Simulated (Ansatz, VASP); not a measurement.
# One calculation of ZnSe (Stilleite), two programs

```
CELL_PARAMETERS angstrom
0.00000 2.83380 2.83380
2.83380 0.00000 2.83380
2.83380 2.83380 0.00000
ATOMIC_POSITIONS crystal
Se 0.75000 0.75000 0.75000
Zn 0.00000 0.00000 0.00000
```

Alike in both runs: task single point; functional PBE; k mesh 8 × 8 × 8; occupations gaussian, width 0.024 eV; no spin polarisation.

|  | VASP | Ansatz |
| --- | --- | --- |
| version | VASP 6.6.1 | Ansatz 0.2.0 |
| potentials or method | VASP PAW PBE potentials, release 64 (Se, Zn) | Ansatz PAW |
| plane-wave cutoff (eV) | 520 | 420 |
| valence electrons in the cell | 18 | 28 |

Ansatz gave:

* gap on the k mesh at the Fermi level (eV): 1.29
* least direct gap on the mesh (eV): 1.29
* pressure (GPa): 2.1

Problem. Estimate VASP's values.

Solution. gap on the k mesh at the Fermi level (eV): 1.29; least direct gap on the mesh (eV): 1.29; pressure (GPa): 2.4.

The functional is the same, so the differences come from potentials, cutoffs and numerics. The two sets of potentials don't hold the same shells in valence.
